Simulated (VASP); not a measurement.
Output of a VASP run:

### OSZICAR
```
       N       E                     dE             d eps       ncg     rms          rms(c)
DAV:   1     0.628134471832E+03    0.62813E+03   -0.23357E+04  1548   0.141E+03
DAV:   2     0.545965443015E+02   -0.57354E+03   -0.56020E+03  1568   0.400E+02
DAV:   3    -0.356579548759E+02   -0.90254E+02   -0.88793E+02  2059   0.185E+02
DAV:   4    -0.410879930033E+02   -0.54300E+01   -0.53889E+01  2344   0.483E+01
DAV:   5    -0.412405506157E+02   -0.15256E+00   -0.15230E+00  2416   0.842E+00    0.185E+01
DAV:   6    -0.404071006540E+02    0.83345E+00   -0.38980E+01  2127   0.942E+01    0.120E+01
DAV:   7    -0.384821384146E+02    0.19250E+01   -0.11276E+01  2189   0.793E+01    0.755E+00
DAV:   8    -0.387522640935E+02   -0.27013E+00   -0.37386E+00  2400   0.163E+01    0.398E+00
DAV:   9    -0.385982498923E+02    0.15401E+00   -0.13510E+00  2189   0.193E+01    0.114E+00
DAV:  10    -0.386034226847E+02   -0.51728E-02   -0.15489E-01  2192   0.757E+00    0.616E-01
DAV:  11    -0.385993742148E+02    0.40485E-02   -0.43507E-02  2320   0.353E+00    0.193E-01
DAV:  12    -0.385996699106E+02   -0.29570E-03   -0.49776E-03  2288   0.612E-01    0.908E-02
DAV:  13    -0.385996970044E+02   -0.27094E-04   -0.24325E-04  2488   0.109E-01    0.834E-02
DAV:  14    -0.385996517694E+02    0.45235E-04   -0.48957E-04  2472   0.431E-01    0.479E-02
DAV:  15    -0.385996452445E+02    0.65249E-05   -0.62870E-05  2104   0.885E-02    0.192E-02
DAV:  16    -0.385996424556E+02    0.27889E-05   -0.12197E-05  2328   0.461E-02    0.149E-02
DAV:  17    -0.385996422472E+02    0.20838E-06   -0.28898E-06  1376   0.260E-02
   1 F= -.38599642E+02 E0= -.38599640E+02  d E =-.405540E-05
```

OUTCAR:
```
------------------------ aborting loop because EDIFF is reached ----------------------------------------
  FORCE on cell =-STRESS in cart. coord.  units (eV):
  Direction    XX          YY          ZZ          XY          YZ          ZX
  --------------------------------------------------------------------------------------
  Total        1.1728993      1.1728993      0.8494962      0.0000000     -0.0000000      0.0000000
  in kB       11.7891272     11.7891272      8.5385151      0.0000000     -0.0000000      0.0000000
  external PRESSURE =      10.7055898 kB  Pullay stress =       0.0000000 kB
  volume of cell :      159.40
      direct lattice vectors                 reciprocal lattice vectors
    -2.703696000  2.703696000  5.451474000     0.000000000  0.184932034  0.091718313
     2.703696000 -2.703696000  5.451474000     0.184932034  0.000000000  0.091718313
     2.703696000  2.703696000 -5.451474000     0.184932034  0.184932034  0.000000000
 POSITION                                       TOTAL-FORCE (eV/Angst)
 -----------------------------------------------------------------------------------
      0.00000      0.00000      5.45147         0.000000     -0.000000      0.000000
      2.70370      0.00000      2.72574         0.000000     -0.000000      0.000000
      0.00000      0.00000      0.00000         0.000000     -0.000000     -0.000000
      0.00000      2.70370      2.72574         0.000000     -0.000000      0.000000
      1.46000      1.35185      6.81434         0.832132     -0.000000      0.000000
      4.05554      1.24370     -1.36287         0.000000     -0.832132      0.000000
      1.24370      1.35185      1.36287        -0.832132     -0.000000      0.000000
     -1.35185      1.46000      4.08861         0.000000      0.832132      0.000000
 -----------------------------------------------------------------------------------
    total drift:                                0.000006      0.000006      0.000008
  FREE ENERGIE OF THE ION-ELECTRON SYSTEM (eV)
  ---------------------------------------------------
  free  energy   TOTEN  =       -38.5996422472 eV

  energy  without entropy=      -38.5996381918  energy(sigma->0) =      -38.59964022
```
(Selected blocks of OUTCAR.)

File POSCAR:
```
CuInS2
1
   -2.7036960000     2.7036960000     5.4514740000
    2.7036960000    -2.7036960000     5.4514740000
    2.7036960000     2.7036960000    -5.4514740000
In Cu S
2 2 4
Direct
  0.5000000000   0.5000000000   0.0000000000
  0.2500000000   0.7500000000   0.5000000000
  0.0000000000   0.0000000000   0.0000000000
  0.7500000000   0.2500000000   0.5000000000
  0.8750000000   0.8950000000   0.5200000000
  0.1050000000   0.6250000000   0.9800000000
  0.3750000000   0.3550000000   0.4800000000
  0.6450000000   0.1250000000   0.0200000000
```

### Question
Reconstruct the remaining input files.

### Answer
This is not unique; one that fits is the input of the run itself, LDA (Ceperley-Alder, Perdew-Zunger), plane waves, VASP's LDA PAW potentials (set 64).

INCAR:
```
EDIFF  =  1E-6
ISIF  =  2
ALGO  =  Normal   ! blocked Davidson
ENCUT  =  300   ! plane-wave cut-off (eV)
NELM  =  100   ! most electronic steps
LASPH  =  T   ! aspherical one-centre terms
LWAVE  =  F
ISMEAR  =  -1
LCHARG  =  F
PREC  =  Accurate
LMAXMIX  =  4
SYSTEM  =  CuInS2
SIGMA  =  0.02   ! width (eV)
LREAL  =  F   ! projection in real space or not
```

KPOINTS:
```
Automatic mesh
0
gamma
5 5 5
```

POTCAR, in this order: In_d Cu S (LDA.64 set). Program: vasp_std.

At this cut-off the stress carries a Pulay error, which pulls relaxed volumes low.

The structure is a typed CuInS2 crystal. The cell was not relaxed at this level. The run is one of a series of settings (GGA removed, POTCAR In_d Cu S (LDA.64 set) against the base run), some of them coarse on purpose.
